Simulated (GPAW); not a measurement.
Crystal: Se.

```
CELL_PARAMETERS angstrom
4.35517 0.00000 0.00000
-2.17759 3.77169 0.00000
0.00000 0.00000 4.94945
ATOMIC_POSITIONS crystal
Se 0.78300 0.78300 0.50000
Se 0.00000 0.21700 0.83333
Se 0.21700 0.00000 0.16667
```

Base run:

* Program: GPAW 26.7.0
* Functional: LDA
* Potentials or basis: the program's PAW data sets (release 1.2.1) made for this functional
* Cutoff: 600 eV
* Basis: pw
* k mesh: 7 × 7 × 6
* Occupations: fermi-dirac, width 0.1 eV
* Spin: no spin polarisation

Its results: band gap on the k mesh 1.07 eV, indirect (least direct gap 1.30 eV); pressure 1.5 GPa; largest force 0.951 eV/Å.

Question: The run is repeated on the same cell with these changes: functional from LDA to RPBE; occupations from fermi-dirac, width 0.1 eV to gaussian, width 0.1 eV. What comes out?

Answer: Band gap on the k mesh 1.20 eV, indirect (least direct gap 1.41 eV); pressure 7.4 GPa; largest force 1.172 eV/Å.

Caveats: an odd mesh through Γ misses points on the zone boundary, where band edges often lie; forces of over 1 eV/Å show positions far from the minimum, so gaps and moduli don't describe the material at rest (some runs).
